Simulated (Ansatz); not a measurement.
## InGaP2 (quasi-random alloy, started on the GaP lattice) (Cm): band gap by G0W0 on LDA

Wanted: the gap of InGaP2 (quasi-random alloy, started on the GaP lattice) (Cm) with a many-body correction, and the time that it takes.

Main program and level: Ansatz 0.2.0; LDA, then G0W0 on it, plane waves, PAW.

**1. Starting point**

The structure is monoclinic, space group Cm (No. 8). The conventional cell has a = 11.226 Å, b = 15.845 Å, c = 9.700 Å, α = 90.00°, β = 125.25°, γ = 90.00°. Nearest to Ga lie 4 P at 2.35 to 2.37 Å. Nearest to In lie 4 P at 2.49 to 2.52 Å. Nearest to Ga lie 4 P at 2.34 to 2.38 Å. Nearest to Ga lie 4 P at 2.33 to 2.38 Å. Nearest to In lie 4 P at 2.50 to 2.53 Å. It derives from GaP. Farther neighbours are not listed.

The structure was relaxed with LDA. The runs that relaxed it are not among those shown. The default PAW set here is soft_2. Its files were made with PBE.

**2. Bands along the symmetry lines**

Levels along a band path and on the mesh show where this functional puts the band edges.

This step: DFT, LDA, plane waves, PAW.

input.yaml

```yaml
crystal:
  lattice:
    - [-5.6130549752, 5.5981822514, -5.6056182836]
    - [5.6204910074, 5.6047403654, 5.6047403654]
    - [5.605618943, -5.5973043332, -5.5973043332]
  atoms:
    - { symbol: Ga, position: [-0.0054710666, 0.0050227877, 8.50269e-05] }
    - { symbol: In, position: [0.2458043675, 0.4952552185, 0.2501953348] }
    - { symbol: Ga, position: [0.5092778129, 0.0043551591, 0.5033087582] }
    - { symbol: In, position: [0.75, 0.4966655556, 0.7459169999] }
    - { symbol: Ga, position: [0.75, 0.2420180481, -0.0008851721] }
    - { symbol: In, position: [0.0006639324, 0.7506134786, 0.2506265471] }
    - { symbol: In, position: [0.2471090947, 0.2511115856, 0.4965537727] }
    - { symbol: Ga, position: [0.5054710666, 0.7604938542, 0.7555560934] }
    - { symbol: In, position: [0.4993360676, 0.4999495462, -3.73853e-05] }
    - { symbol: Ga, position: [0.75, 0.008398524, 0.2486233767] }
    - { symbol: Ga, position: [-0.0029545355, 0.4915567649, 0.4965528288] }
    - { symbol: In, position: [0.2541956325, -0.000549149, 0.7543909672] }
    - { symbol: In, position: [0.2528909053, 0.7540024909, -0.000555322] }
    - { symbol: Ga, position: [0.5029545355, 0.2445113004, 0.2495073643] }
    - { symbol: In, position: [0.75, 0.75398478, 0.5036522801] }
    - { symbol: Ga, position: [-0.0092778129, 0.2450773462, 0.7440309453] }
    - { symbol: P, position: [-0.0135417499, 0.2398138465, -0.0137373304] }
    - { symbol: P, position: [0.267091908, 0.763310225, 0.2642839554] }
    - { symbol: P, position: [0.4978851478, 0.2363452156, 0.4870373358] }
    - { symbol: P, position: [0.75, 0.7608414975, 0.7633076063] }
    - { symbol: P, position: [0.75, 0.4816554363, -0.0023003626] }
    - { symbol: P, position: [-0.0152269076, 0.0009812383, 0.2374682674] }
    - { symbol: P, position: [0.254044227, 0.517224154, 0.5175332384] }
    - { symbol: P, position: [0.5135417499, 0.0033555964, 0.7498044195] }
    - { symbol: P, position: [0.5152269076, 0.7662081459, 0.0026951749] }
    - { symbol: P, position: [0.75, 0.2494365846, 0.2467203998] }
    - { symbol: P, position: [-0.0001721603, 0.7352307995, 0.5030468265] }
    - { symbol: P, position: [0.232908092, 0.246218317, 0.7471920473] }
    - { symbol: P, position: [0.245955773, 0.0131799271, 0.0134890115] }
    - { symbol: P, position: [0.5001721603, 0.4854029597, 0.2532189867] }
    - { symbol: P, position: [0.75, 0.0098686977, 0.4935658198] }
    - { symbol: P, position: [0.0021148522, 0.4884600678, 0.739152188] }
kpoints:
  mp_grid: { grid: [4, 4, 4] }
  band_path:
    path:
      - [[0.0, 0.0, 0.0], [0.5, 0.0, 0.0]]
      - [[0.0, 0.5, 0.0], [0.0, 0.0, 0.0], [0.0, 0.0, 0.5]]
      - [[0.5, 0.5, 0.5], [0.0, 0.0, 0.0]]
    npoints: 10
hamiltonian:
  xc: lda
scf:
  occupations: { method: fermi_dirac, width: 0.02 }
  n_extra_bands: 14
output:
  eigenvalues: true
  write_density: true
  write_potential: true
  elf: true
  volumetric_format: npy
```

On the command line:

```sh
$ ansatz run input.yaml --threads 2 --pin off --max-ram 92160MiB --backend cuda --events-out ev --progress --plain --runs-dir out --devices 1 --max-vram 13GiB  # rebuilt from the run's record
```

Numbers of over 12 decimals in the logs are rounded to 6 here.

Log:

```text
scf.n_extra_bands = 14 over 144 filled bands (N_el = 288.0): the run solves 158 bands
GPUs: using 1 of 1 available (devices: 1).
Engine: ansatz 0.2.0, x86_64-unknown-linux-gnu
Pseudopotentials: kind: paw
Pseudopotential: Ga, paw, valence charge 13, recommended cutoff 420 eV (normal), Ga.paw.azcp
Pseudopotential: In, paw, valence charge 13, recommended cutoff 420 eV (normal), In.paw.azcp
Pseudopotential: P, paw, valence charge 5, recommended cutoff 420 eV (normal), P.paw.azcp
Functional definition: SPW92
  exchange = slater_x
  correlation = pw_c
device memory: the entry about to start is reckoned to put 7.3 GiB on a device that reports 69.6 GiB free (of which the cap on the GPU budget leaves the run 13.0 GiB)
GPU FFT provider: cuFFT
GPU libraries: cuBLAS 13.8.2, cuFFT 12.4.0, cuSOLVER 12.3.4
Crystal: 32 atoms, lattice volume = 704.469 Å³
Basis set: ecut = 420 eV, 13811 PW (Γ)
Bands: 158, of which v1, the nominal top of the filled ones, is band 144 counted from 1 (143 counted from 0)
Symmetry: 2 space group operations
Space group: Cm (ITA 8), of the structure as read, at distance tolerance 8.9e-5 Å
k-points: 24 of 64 (time reversal used)
Non-local potential: Ga, projectors of the file, l = 0: 2, l = 1: 2, l = 2: 3, l = 3: 1
Non-local potential: In, projectors of the file, l = 0: 2, l = 1: 2, l = 2: 2, l = 3: 2
Non-local potential: P, projectors of the file, l = 0: 2, l = 1: 2, l = 2: 2
PAW form: soft (Blöchl's): semilocal exchange-correlation on the pseudo side does not see the compensation charge
PAW frozen core: Ga, regenerated for the run's functional, and the local potential with it (the file was generated under x = pbe(κ = 0.804, μ = 0.219515), c = pbe(β = 0.066725))
PAW frozen core: In, regenerated for the run's functional, and the local potential with it (the file was generated under x = pbe(κ = 0.804, μ = 0.219515), c = pbe(β = 0.066725))
PAW frozen core: P, regenerated for the run's functional, and the local potential with it (the file was generated under x = pbe(κ = 0.804, μ = 0.219515), c = pbe(β = 0.066725))
PAW one-centre angular grid: Ga, 590 points (default); XC on 64 Gauss nodes
PAW one-centre angular grid: In, 590 points (default); XC on 64 Gauss nodes
PAW one-centre angular grid: P, 110 points (default); XC on 64 Gauss nodes
Initial density: superposition of atomic densities (neutral atoms: chi_scale 0, normalization atom), corrected by the library's trained network
Initial wavefunctions: pseudopotential atomic-orbital guess
GPU buffer pool allocated for 373248 grid points (all kernels)
GPU transforms: local potential and band sums: pruned to the plane-wave sphere, on 72×72×72
Functional: x = slater, c = lda
SCF iter   1: F=—  HF=-84938.116679 eV  |F-HF|=—  |Δ(HF+E_count)|=         —  Δρ=7.57e-3  dr2=3.79e-1  ethr=1.77e-3  ⟨swp⟩=8.7  Hψ=17920  notcnv=0
preconditioner: auto → Resta (q_TF=auto, 2.350 Å⁻¹)  ε∞=4.5  [insulator: Δε(μ)=0.986 eV  Ē_g=12.691 eV  σ=0.020 eV  W_gap=1.00  n_scr=140 (ndim 8)  ℏωp=23.7 eV  f_vac=0.011  D(μ)=0.00/eV (n_scr^D=0)  ε∞_Penn≈4.5]
SCF iter   2: F=—  HF=-84937.994689 eV  |F-HF|=—  |Δ(HF+E_count)|=   1.22e-1  Δρ=3.56e-3  dr2=8.25e-2  ethr=1.32e-4  ⟨swp⟩=2.1  Hψ=5586  notcnv=0  defer=205
SCF iter   3: F=—  HF=-84937.971960 eV  |F-HF|=—  |Δ(HF+E_count)|=   2.27e-2  Δρ=6.17e-4  dr2=2.50e-3  ethr=2.86e-5  ⟨swp⟩=3.4  Hψ=7615  notcnv=0  defer=205
SCF iter   4: F=—  HF=-84937.972964 eV  |F-HF|=—  |Δ(HF+E_count)|=   1.00e-3  Δρ=3.79e-4  dr2=7.95e-4  ethr=8.69e-7  ⟨swp⟩=2.0  Hψ=7115  notcnv=0  defer=205
SCF iter   5: F=—  HF=-84937.970532 eV  |F-HF|=—  |Δ(HF+E_count)|=   2.43e-3  Δρ=9.00e-5  dr2=8.33e-5  ethr=2.76e-7  ⟨swp⟩=2.0  Hψ=7028  notcnv=0  defer=205
SCF iter   6: F=—  HF=-84937.971475 eV  |F-HF|=—  |Δ(HF+E_count)|=   9.42e-4  Δρ=3.00e-5  dr2=7.05e-6  ethr=2.89e-8  ⟨swp⟩=2.0  Hψ=4501  notcnv=0  defer=205
SCF iter   7: F=—  HF=-84937.971475 eV  |F-HF|=—  |Δ(HF+E_count)|=   5.42e-7  Δρ=7.37e-6  dr2=3.90e-7  ethr=2.45e-9  ⟨swp⟩=3.3  Hψ=8372  notcnv=0  defer=205
SCF iter   8: F=-84937.971475 eV  HF=-84937.971475 eV  |F-HF|=4.10e-8  |Δ(HF+E_count)|=   4.86e-8  Δρ=2.28e-6  dr2=4.04e-8  ethr=3.47e-11  ⟨swp⟩=10.7  Hψ=14363  notcnv=0
SCF 1 converged in 8 iterations: F = -84937.971475 eV  dr2 = 4.04e-8
  greatest PAW one-centre occupation: 0.994 electrons in one spin orbital (limit 2), on the Ga atom at site 10 (counted from 0), in its partial waves of l = 2
device memory: the entry about to start is reckoned to put 5.5 GiB on a device that reports 58.9 GiB free (of which the cap on the GPU budget leaves the run 13.0 GiB)
NSCF: frozen V_eff on 43 k-points
SCF converged after 8 iterations
Free energy (F): -84937.971475 eV
Harris-Foulkes:  -84937.971475 eV  (|F-HF|=4.10e-8)
Internal energy: -84937.971475 eV  (E = F + TS)
E sigma→0 (E₀):  -84937.971475 eV
Fermi energy:    7.735616 eV
--- Per-component energies (eV) ---
  E_band       = -878.933300
  E_kinetic    = 4021.101634
  E_local      = -28750.510787  (includes V_loc(G=0)·N_el)
  E_nonlocal   = 6943.539031
  E_hartree    = 12523.843912
  E_xc         = -3241.657872
  E_vxc        = -2257.284512  (∫ρ·V_xc dr)
  E_paw        = -56075.140915  (= ΣΔE_a)
  E_vpaw       = -5883.460202  (= ΣTr[D̂ρ^β])
  E_aug_tail   = -0.000723  (compensation charges beyond the density's cutoff)
  E_ewald      = -20377.127508
  E_core_change = 17.981754  (= ΣΔE_core)
  E_smearing   = -0.000000  (= −TS)
  E_closure    = -0.000000  (closes the sum)
  Σ components = -84937.971475   (vs F -84937.971475, Δ=0.00e0)
--- Band table (eV; the first three rows and the last of 24) ---
  k-point 0: bands = [... 140 lower, 6.3101, 7.1428, 7.2045, 7.2083, 8.2471, 8.6331, 8.6517, 8.6775, ... 10 higher]
  k-point 1: bands = [... 140 lower, 6.2622, 6.5516, 6.8516, 7.1079, 8.9039, 8.9521, 8.9637, 9.0393, ... 10 higher]
  k-point 2: bands = [... 140 lower, 6.0465, 6.1067, 6.8978, 6.9104, 9.2316, 9.2377, 9.4693, 9.4892, ... 10 higher]
  k-point 23: bands = [... 140 lower, 6.1575, 6.1947, 6.3059, 6.3490, 8.4082, 8.4780, 8.6668, 8.7191, ... 10 higher]
```

Run time: 23 s. Hardware: 1 × NVIDIA H100 80GB HBM3 (shared by 6 runs) with 2 threads of AMD EPYC 7R13 (Zen 3), shared host; peak memory 2 GiB; 17 s of CPU time.

This step gave:

- filled bands: 144
- gap: 1.039 eV
- valence top at: Γ
- conduction bottom at: Γ
- least direct gap: 1.039 eV

Over mesh and path the gap is 1.039 eV, in a supercell, where edges may be folded.

Electronic bands along the path, in eV, zero at the top of the highest nominally filled band:

| point | band 141 | band 142 | band 143 | band 144 | band 145 | band 146 | band 147 | band 148 |
| --- | --- | --- | --- | --- | --- | --- | --- | --- |
| Γ | -0.90 | -0.07 | 0.00 | 0.00 | 1.04 | 1.42 | 1.44 | 1.47 |
| halfway | -0.96 | -0.65 | -0.39 | -0.06 | 1.64 | 1.69 | 1.80 | 1.93 |
| X | -1.18 | -1.11 | -0.38 | -0.18 | 1.87 | 2.07 | 2.09 | 2.40 |
| jump to Y | -1.18 | -1.17 | -0.40 | -0.17 | 1.83 | 2.21 | 2.35 | 2.39 |
| halfway | -0.98 | -0.66 | -0.36 | -0.07 | 1.66 | 1.74 | 1.75 | 1.83 |
| Γ | -0.90 | -0.07 | 0.00 | 0.00 | 1.04 | 1.42 | 1.44 | 1.47 |
| halfway | -0.95 | -0.66 | -0.36 | -0.10 | 1.70 | 1.74 | 1.76 | 1.83 |
| Z | -1.16 | -1.10 | -0.31 | -0.30 | 2.02 | 2.03 | 2.26 | 2.28 |
| jump to R | -1.05 | -1.01 | -0.90 | -0.86 | 1.20 | 1.27 | 1.46 | 1.51 |
| halfway | -0.62 | -0.52 | -0.51 | -0.51 | 1.56 | 1.73 | 1.78 | 1.87 |
| Γ | -0.90 | -0.07 | 0.00 | 0.00 | 1.04 | 1.42 | 1.44 | 1.47 |

Valence density in the ac plane at fractional y = 0.001, with atoms of Ga and In and P within 0.2 Å of it. It is the smooth field of the valence electrons, not physical close to the nuclei.

Values in e/Å³, 13 rows by 16 columns, each cell a mean:
```
 5  0  1  1  1  0  0  0  0  0  0  0  0  0  1  8
 0  0  0  0  1  0  0  0  0  0  0  0  0  0  0  0
 0  0  0  3  6  2  0  1  0  1  0  0  0  0  0  0
 0  0  1  5  6  1  1  1  0  0  0  0  0  0  0  0
 0  0  0  1  0  0  0  1  1  0  0  0  0  0  0  0
 0  0  0  0  0  0  0  1  5  1  0  0  1  0  0  0
 0  0  0  0  0  0  0  8 21  2  1  0  0  0  0  0
 0  0  0  0  0  0  0  1  1  0  0  1  1  0  0  0
 0  0  0  0  0  0  0  0  0  0  0  1  1  0  0  0
 0  0  0  0  0  0  0  0  0  0  0 11 17  1  1  0
 1  0  0  0  0  0  0  0  0  0  0  4  3  0  1  1
 1  0  0  0  0  0  0  0  0  0  0  0  0  0  0  1
14  1  1  0  0  0  0  0  0  0  0  0  0  0  0  9
```
Columns run along a (9.7 Å), rows up along c (9.7 Å). Atoms in or near the plane, at fractional coordinates: Ga at (0.99, 0.00), Ga at (0.51, 0.50), Ga at (0.75, 0.25), In at (0.25, 0.75), P at (0.98, 0.24), P at (0.51, 0.75), P at (0.25, 0.01), P at (0.75, 0.49).

ELF in the ac plane at fractional y = 0.001, with atoms of Ga and In and P within 0.2 Å of it. It is the smooth field of the valence electrons, not physical close to the nuclei.

Values, 13 rows by 16 columns, each cell a mean:
```
0.16 0.48 0.81 0.53 0.67 0.61 0.19 0.04 0.07 0.10 0.08 0.03 0.03 0.16 0.24 0.12
0.20 0.32 0.59 0.60 0.41 0.27 0.24 0.39 0.52 0.60 0.41 0.09 0.04 0.15 0.24 0.23
0.03 0.11 0.25 0.18 0.07 0.20 0.50 0.70 0.31 0.64 0.55 0.10 0.02 0.05 0.08 0.06
0.03 0.14 0.25 0.10 0.08 0.26 0.74 0.52 0.26 0.66 0.40 0.05 0.03 0.04 0.04 0.02
0.04 0.15 0.22 0.24 0.24 0.31 0.65 0.80 0.77 0.55 0.23 0.21 0.35 0.41 0.24 0.06
0.03 0.07 0.11 0.11 0.07 0.10 0.30 0.32 0.18 0.24 0.53 0.66 0.57 0.75 0.46 0.07
0.02 0.03 0.03 0.02 0.02 0.10 0.23 0.12 0.09 0.31 0.82 0.33 0.15 0.67 0.34 0.04
0.25 0.28 0.15 0.04 0.03 0.14 0.25 0.23 0.23 0.45 0.77 0.71 0.78 0.59 0.17 0.13
0.69 0.71 0.36 0.06 0.03 0.08 0.15 0.14 0.10 0.19 0.47 0.50 0.34 0.28 0.47 0.62
0.21 0.69 0.30 0.03 0.02 0.03 0.03 0.02 0.02 0.11 0.24 0.11 0.08 0.33 0.83 0.30
0.68 0.57 0.14 0.13 0.24 0.25 0.14 0.04 0.03 0.16 0.25 0.17 0.20 0.52 0.80 0.50
0.46 0.31 0.43 0.64 0.70 0.71 0.37 0.06 0.04 0.12 0.22 0.20 0.17 0.32 0.61 0.64
0.09 0.32 0.81 0.37 0.20 0.66 0.33 0.04 0.02 0.04 0.05 0.04 0.02 0.12 0.27 0.15
```
Columns run along a (9.7 Å), rows up along c (9.7 Å). Atoms in or near the plane, at fractional coordinates: Ga at (0.99, 0.00), Ga at (0.51, 0.50), Ga at (0.75, 0.25), In at (0.25, 0.75), P at (0.98, 0.24), P at (0.51, 0.75), P at (0.25, 0.01), P at (0.75, 0.49).

(Continued in part 2 of 2.)

[Paths, hosts, dates, memory and timing lines, banners, echoed tables and standing remarks are left out of the program output.]

[Logs are printed without paths, hosts, clocks, repeated set-up lines and the standing remarks that a program may print on its own settings, such as how far it seeks lower states.]

[Runs of the session that timed out or met a known fault of the program may be left out.]

[Cells called generated may have been cut or substituted from an entry of the Crystallography Open Database or the Materials Project.]

[Hosts, paths, dates, database ids (printed as entryN), source tags and the programs' standing remarks are cut or masked in the printed files.]

[Where an RPA ε∞ is given, it is that of the G0W0 mesh and is not shown converged in it. Names of k-points follow the symmetry that the program found, which can be lower than the space group named. Band edges on a path are those of the sampled points; other points can move an edge, and change direct to indirect where valleys lie close.]

[Hybrid gaps are those of their k-mesh and are not shown converged in it.]
